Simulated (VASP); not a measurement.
# MnO2 (P-3m1) in VASP: notebook

One crystal, MnO2, is run at these levels: r2SCAN; tasks: single point.

Program: VASP 6.6.1. These are calculated values, not measurements. Logs are shortened: lines on timing, memory, paths and dates and some standing lists are left out, and cuts for length are marked.

## (1) Starting point

It takes space group P-3m1 (No. 164, trigonal). The conventional cell has a = 2.857 Å, b = 2.857 Å, c = 4.601 Å, α = 90.00°, β = 90.00°, γ = 120.00°. Mn (site symmetry -3m) has 6 O at 1.90 Å as nearest neighbours. Around O (site symmetry 3m) lie 3 Mn at 1.90 Å.

Measurements of this composition are mostly on another form, of space group No. 136.

## (2) Single point, r2SCAN, collinear spin, ferromagnetic start

Contents of INCAR:

```
SYSTEM = MnO2
PREC = Accurate ; ENCUT = 460
EDIFF = 1E-6 ; ISMEAR = 0
SIGMA = 0.05 ; LREAL = .FALSE.
LASPH = .TRUE. ; NELM = 100
ALGO = Normal ; ISIF = 2
LWAVE = .FALSE. ; LCHARG = .FALSE.
ISPIN = 2 ; MAGMOM = 4 0 0
LORBIT = 11 ; LMAXMIX = 4
METAGGA = R2SCAN ; LMIXTAU = .TRUE.
ADDGRID = .FALSE.
```

Contents of KPOINTS:

```
Automatic mesh
0
G
  6 6 4
  0 0 0
```

Contents of POSCAR:

```
MnO2
1.0
    2.8565781804      0.0000000000      0.0000000000
   -1.4282890902      2.4738692722      0.0000000000
    0.0000000000      0.0000000000      4.6013740589
Mn O
1 2
Direct
    0.0000000000      0.0000000000      0.5000000000
    0.3333333333      0.6666666667      0.7062925700
    0.6666666667      0.3333333333      0.2937074300
```

Potentials or basis: VASP PAW PBE potentials, release 64 (Mn_pv, O).

Run with:

```
$ cat potpaw_PBE.64/Mn_pv/POTCAR potpaw_PBE.64/O/POTCAR > POTCAR
$ mpirun -np 1 vasp_std > vasp.out
```

OUTCAR:

```text
SYSTEM = MnO2
   PREC = Accurate
   ENCUT = 460
   EDIFF = 1E-6
   ISMEAR = 0
   LREAL = .FALSE.
   LASPH = .TRUE.
   NELM = 100
   ISIF = 2
   ISPIN = 2
   LORBIT = 11
   METAGGA = R2SCAN

 Found     24 irreducible k-points:

 Following reciprocal coordinates:
            Coordinates               Weight
  0.000000  0.000000  0.000000      1.000000
  0.166667  0.000000  0.000000      6.000000
  0.333333 -0.000000  0.000000      6.000000
  0.500000  0.000000  0.000000      3.000000
  0.166667  0.166667  0.000000      6.000000
  0.333333  0.166667  0.000000     12.000000
   k-points           NKPTS =     24   k-points in BZ     NKDIM =     24   number of bands    NBANDS=     18
   number of dos      NEDOS =    301   number of ions     NIONS =      3
   total plane-waves  NPLWV =  12800
   dimension x,y,z NGX =    20 NGY =   20 NGZ =   32
   dimension x,y,z NGXF=    40 NGYF=   40 NGZF=   64
   ions per type =               1   2
   NGX,Y,Z   is equivalent  to a cutoff of  11.64, 11.64, 11.56 a.u.
   NGXF,Y,Z  is equivalent  to a cutoff of  23.28, 23.28, 23.12 a.u.
 SYSTEM =  MnO2
   PREC   = accura    normal or accurate (medium, high low for compatibility)
   ISTART =      0    job   : 0-new  1-cont  2-samecut
   ICHARG =      2    charge: 1-file 2-atom 10-const
   ISPIN  =      2    spin polarized calculation?
   LNONCOLLINEAR =      F non collinear calculations
   LSORBIT =      F    spin-orbit coupling
   LASPH  =      T    aspherical Exc in radial PAW
   ENCUT  =  460.0 eV  33.81 Ry    5.81 a.u.   5.00  5.00  8.05*2*pi/ulx,y,z
   NELM   =    100;   NELMIN=  2; NELMDL= -5     # of ELM steps
   EDIFF  = 0.1E-05   stopping-criterion for ELM
   LREAL  =      F    real-space projection
   EDIFFG = 0.1E-04   stopping-criterion for IOM
   NSW    =      0    number of steps for IOM
   IBRION =     -1    ionic relax: 0-MD 1-quasi-New 2-CG
   NFREE  =      0    steps in history (QN), initial steepest desc. (CG)
   ISIF   =      2    stress and relaxation
   ISYM   =      2    0-nonsym 1-usesym 2-fastsym
   POTIM  = 0.5000    time-step for ionic-motion
   TEBEG  =    0.0;   TEEND  =   0.0 temperature during run
   PSTRESS=    0.0 pullay stress
   NELECT =      25.0000    total number of electrons
   NUPDOWN=      -1.0000    fix difference up-down
   EMIN   =  10.00;   EMAX   =-10.00  energy-range for DOS
   EFERMI =   0.00;   METHOD = LEGACY
   ISMEAR =     0;   SIGMA  =   0.05  broadening in eV -4-tet -1-fermi 0-gaus
   EFERMI_NEDOS =   21; number of points for ismear=-14 and -15
   IALGO  =     38    algorithm
   IMIX   =      4    mixing-type and parameters
     AMIX     =   0.40;   BMIX     =  1.00
     AMIX_MAG =   1.60;   BMIX_MAG =  1.00
  volume/ion in A,a.u.               =      10.84        73.15
  Fermi-wavevector in a.u.,A,eV,Ry     =   1.499747  2.834111 30.602787  2.249241
  Thomas-Fermi vector in A             =   2.611337
   LORBIT       =     11    0 simple, 1 ext, 2 COOP (PROOUT), +10 PAW based schemes
   METAGGA = R2SCAN    functional components
   LHFCALC =     F    Hartree Fock is set to
   AEXX    =    0.0000 exact exchange contribution
   IVDW    =     0    specifies the selected vdW correction
   LEPSILON=     F    determine dielectric tensor
   LRPA    =     F    only Hartree local field effects (RPA)
 spin polarized calculation
 Gauss-broadening in eV      SIGMA  =   0.05
  energy-cutoff  :      460.00
  volume of cell :       32.52
 maximum number of plane-waves:       756
   NGX =  9   NGY =  9   NGZ = 17

 number of electron      25.0000023 magnetization       2.9998699

 Free energy of the ion-electron system (eV)
  ---------------------------------------------------
  ext. energy  EPLUGINS =         0.00000000
  ---------------------------------------------------
  free energy    TOTEN  =       -32.53894286 eV

  energy without entropy =      -32.53894286  energy(sigma->0) =      -32.53894286

 E-fermi :   2.8876     XC(G=0): -11.5618

 val. band max:        2.5043383245   @ k =   0.1667   0.0000   0.5000
 cond. band min:       4.4155315007   @ k =   0.0000   0.0000   0.5000
 fundamental gap:      1.9111931762
 Fermi energy:         2.8875785642

 spin component 1

 k-point     1 :       0.0000    0.0000    0.0000
  band No.  band energies     occupation
      1     -49.7494      1.00000
      2     -49.7226      1.00000
      3     -49.7225      1.00000
      4     -17.7247      1.00000
      5     -15.4304      1.00000
      6      -3.7645      1.00000
[... 10 lines left out ...]
     17      10.6388      0.00000
     18      14.0194      0.00000

 k-point     2 :       0.1667    0.0000    0.0000
  band No.  band energies     occupation
      1     -49.7622      1.00000
      2     -49.7426      1.00000
      3     -49.7314      1.00000
      4     -17.3822      1.00000
      5     -15.5359      1.00000
      6      -3.4161      1.00000
[... 10 lines left out ...]
     17      11.8127      0.00000
     18      15.2975      0.00000

 k-point     3 :       0.3333   -0.0000    0.0000
  band No.  band energies     occupation
      1     -49.8404      1.00000
      2     -49.7491      1.00000
      3     -49.7291      1.00000
      4     -16.6167      1.00000
      5     -15.7613      1.00000
      6      -3.6987      1.00000
[... 10 lines left out ...]
     17      13.9928      0.00000
     18      17.2501      0.00000

 k-point     4 :       0.5000    0.0000    0.0000
  band No.  band energies     occupation
      1     -49.8794      1.00000
      2     -49.7579      1.00000
      3     -49.7224      1.00000
      4     -16.1299      1.00000
      5     -15.9336      1.00000
      6      -4.2760      1.00000
[... 10 lines left out ...]
     17      15.4288      0.00000
     18      16.4043      0.00000

 k-point     5 :       0.1667    0.1667    0.0000
  band No.  band energies     occupation
      1     -49.8133      1.00000
      2     -49.7527      1.00000
      3     -49.7323      1.00000
      4     -16.8248      1.00000
      5     -15.6985      1.00000
      6      -3.3179      1.00000
[... 10 lines left out ...]
     17      13.5166      0.00000
     18      17.0641      0.00000

 k-point     6 :       0.3333    0.1667    0.0000
  band No.  band energies     occupation
      1     -49.8589      1.00000
      2     -49.7786      1.00000
      3     -49.7225      1.00000
      4     -16.1807      1.00000
      5     -15.8843      1.00000
      6      -3.7439      1.00000
[... 10 lines left out ...]
     17      15.5528      0.00000
     18      17.2648      0.00000

 [... further k-points ...]

 spin component 2

 k-point     1 :       0.0000    0.0000    0.0000
  band No.  band energies     occupation
      1     -45.6289      1.00000
      2     -45.6288      1.00000
      3     -45.4285      1.00000
      4     -17.6644      1.00000
      5     -15.3827      1.00000
      6      -2.6216      1.00000
[... 10 lines left out ...]
     17      11.1802      0.00000
     18      14.6998      0.00000

 k-point     2 :       0.1667    0.0000    0.0000
  band No.  band energies     occupation
      1     -45.6790      1.00000
      2     -45.6396      1.00000
      3     -45.4192      1.00000
      4     -17.3204      1.00000
      5     -15.4822      1.00000
      6      -2.3862      1.00000
[... 10 lines left out ...]
     17      12.2804      0.00000
     18      16.0013      0.00000

 k-point     3 :       0.3333   -0.0000    0.0000
  band No.  band energies     occupation
      1     -45.7781      1.00000
      2     -45.6612      1.00000
      3     -45.4005      1.00000
      4     -16.5540      1.00000
      5     -15.6987      1.00000
      6      -2.6382      1.00000
[... 10 lines left out ...]
     17      14.3856      0.00000
     18      18.1305      0.00000

 k-point     4 :       0.5000    0.0000    0.0000
  band No.  band energies     occupation
      1     -45.8272      1.00000
      2     -45.6719      1.00000
      3     -45.3910      1.00000
      4     -16.0589      1.00000
      5     -15.8782      1.00000
      6      -3.3463      1.00000
[... 10 lines left out ...]
     17      15.8649      0.00000
     18      16.8716      0.00000

 k-point     5 :       0.1667    0.1667    0.0000
  band No.  band energies     occupation
      1     -45.7437      1.00000
      2     -45.6657      1.00000
      3     -45.4052      1.00000
      4     -16.7624      1.00000
      5     -15.6370      1.00000
      6      -2.3143      1.00000
[... 10 lines left out ...]
     17      13.9171      0.00000
     18      17.7512      0.00000

 k-point     6 :       0.3333    0.1667    0.0000
  band No.  band energies     occupation
      1     -45.8011      1.00000
      2     -45.6985      1.00000
      3     -45.3911      1.00000
      4     -16.1176      1.00000
      5     -15.8198      1.00000
      6      -2.8247      1.00000
[... 10 lines left out ...]
     17      15.9407      0.00000
     18      17.8132      0.00000

 [... further k-points ...]

------------------------ aborting loop because EDIFF is reached ----------------------------------------

  FORCE on cell =-STRESS in cart. coord.  units (eV):
  Direction    XX          YY          ZZ          XY          YZ          ZX
  --------------------------------------------------------------------------------------
  -------------------------------------------------------------------------------------
  Total       -0.1759702     -0.1759702     -0.1733217      0.0000000     -0.0000000      0.0000000
  in kB       -8.6704027     -8.6704027     -8.5399091      0.0000000     -0.0000000      0.0000000
  external PRESSURE =      -8.6269048 kB  Pullay stress =       0.0000000 kB

 VOLUME and BASIS-vectors are now :
 -----------------------------------------------------------------------------
  energy-cutoff  :      460.00
  volume of cell :       32.52
      direct lattice vectors                 reciprocal lattice vectors
     2.856578180  0.000000000  0.000000000     0.350069187  0.202112539  0.000000000
    -1.428289090  2.473869272  0.000000000     0.000000000  0.404225078  0.000000000
     0.000000000  0.000000000  4.601374059     0.000000000  0.000000000  0.217326387

 POSITION                                       TOTAL-FORCE (eV/Angst)
 -----------------------------------------------------------------------------------
      0.00000      0.00000      2.30069        -0.000000      0.000000     -0.000000
     -0.00000      1.64925      3.24992        -0.000000     -0.000000      0.005434
      1.42829      0.82462      1.35146         0.000000      0.000000     -0.005434
 -----------------------------------------------------------------------------------
    total drift:                                0.000000     -0.000000      0.000000

  FREE ENERGIE OF THE ION-ELECTRON SYSTEM (eV)
  ---------------------------------------------------
  free  energy   TOTEN  =       -32.5389428628 eV

  energy  without entropy=      -32.5389428628  energy(sigma->0) =      -32.53894286

 total charge

# of ion       s       p       d       tot
------------------------------------------
    1        0.383   6.468   4.862  11.712
    2        1.594   3.449   0.000   5.043
    3        1.594   3.449   0.000   5.043
--------------------------------------------------
tot          3.571  13.365   4.862  21.798

 magnetization (x)

# of ion       s       p       d       tot
------------------------------------------
    1        0.030   0.039   2.866   2.935
    2        0.004   0.003   0.000   0.006
    3        0.004   0.003   0.000   0.006
--------------------------------------------------
tot          0.038   0.044   2.866   2.948
```

It took 40 s on 1 thread of Intel Xeon 6975P-C (Granite Rapids), shared host; peak memory 0.16 GiB.

The run converged, but some of its settings lie outside the range that counts as converged, so its numbers aren't taken as properties of the crystal.

Results:

```
Free energy                                           : -32.5389 eV
Pressure                                              : -0.9 GPa
Largest force                                         : 0.005 eV/Å
Band gap on the k mesh                                : 1.91 eV, indirect (least direct gap 1.99 eV)
Net moment                                            : 3.00 μB per cell
Site moments                                          : Mn +2.94; O +0.01 μB
Valence electrons inside the program's atomic spheres : Mn 11.71; O 5.04
```

Caveat: the k mesh is coarse (spacing up to 0.42 Å⁻¹), so the values aren't converged; the cutoff is under 1.25 times the usual one of these potentials, so pressure, stress and relaxed cells hold a basis-set (Pulay) error; the PAW data sets were made with another functional, which shifts forces and pressure a little; a cell with one magnetic atom can't hold antiferromagnetic order, which such compounds often take.

## (3) Single point, r2SCAN, collinear spin, ferromagnetic start

INCAR is that of step 2.

KPOINTS is that of step 2.

Contents of POSCAR:

```
MnO2
1.0
    2.8565781804      0.0000000000      0.0000000000
   -1.4282890902      2.4738692722      0.0000000000
    0.0000000000      0.0000000000      4.6013740589
Mn O
1 2
Direct
    0.0186700000     -0.0033200000      0.4886240000
    0.3165570000      0.6444560000      0.7182440000
    0.6490790000      0.3390650000      0.3129550000
```

Potentials or basis: VASP PAW PBE potentials, release 64 (Mn_pv, O).

Run with:

```
$ cat potpaw_PBE.64/Mn_pv/POTCAR potpaw_PBE.64/O/POTCAR > POTCAR
$ mpirun -np 1 vasp_std > vasp.out
```

It took 1.9 min on 1 thread of Intel Xeon 6975P-C (Granite Rapids), shared host; peak memory 0.19 GiB.

The run converged, but some of its settings lie outside the range that counts as converged, so its numbers aren't taken as properties of the crystal.

What came out:

- Free energy: -32.1927 eV
- Pressure: 5.3 GPa
- Largest force: 4.182 eV/Å
- Band gap on the k mesh: 1.82 eV, indirect (least direct gap 1.88 eV)
- Net moment: 3.00 μB per cell
- Site moments: Mn +2.90; O -0.02, +0.06 μB
- Valence electrons inside the program's atomic spheres: Mn 11.79; O 5.00, 5.11

Caveat: the k mesh is coarse (spacing up to 0.42 Å⁻¹), so the values aren't converged; the cutoff is under 1.25 times the usual one of these potentials, so pressure, stress and relaxed cells hold a basis-set (Pulay) error; the PAW data sets were made with another functional, which shifts forces and pressure a little; a cell with one magnetic atom can't hold antiferromagnetic order, which such compounds often take.

## (4) Single point, r2SCAN, collinear spin, ferromagnetic start

INCAR: that of step 3 with these lines changed.

```diff
@@ -1,3 +1,3 @@
 SYSTEM = MnO2
-PREC = Accurate ; ENCUT = 460
+PREC = Accurate ; ENCUT = 340
 EDIFF = 1E-6 ; ISMEAR = 0
```

Contents of KPOINTS:

```
Automatic mesh
0
G
  8 8 4
  0 0 0
```

Contents of POSCAR:

```
MnO2
1.0
    2.8565781804      0.0000000000      0.0000000000
   -1.4282890902      2.4738692722      0.0000000000
    0.0000000000      0.0000000000      4.6013740589
Mn O
1 2
Direct
    0.0000000000      0.0000000000      0.5000000000
    0.3333333333      0.6666666667      0.7062925700
    0.6666666667      0.3333333333      0.2937074300
```

Run with:

```
$ cat potpaw_PBE.64/Mn_pv/POTCAR potpaw_PBE.64/O/POTCAR > POTCAR
$ mpirun -np 1 vasp_std > vasp.out
```

Run time: 43 s. Hardware: 1 thread of Intel Xeon 6975P-C (Granite Rapids), shared host; peak memory 0.15 GiB.

The run converged, but a check on its numbers failed (symmetry, net force, bounds or a known fault of this set-up), so they aren't taken as properties of the crystal.

Caveat: the cutoff lies under the usual one of these potentials, so the numbers hold a large basis-set error; the PAW data sets were made with another functional, which shifts forces and pressure a little; a cell with one magnetic atom can't hold antiferromagnetic order, which such compounds often take.

(Continued in part 2 of 2.)
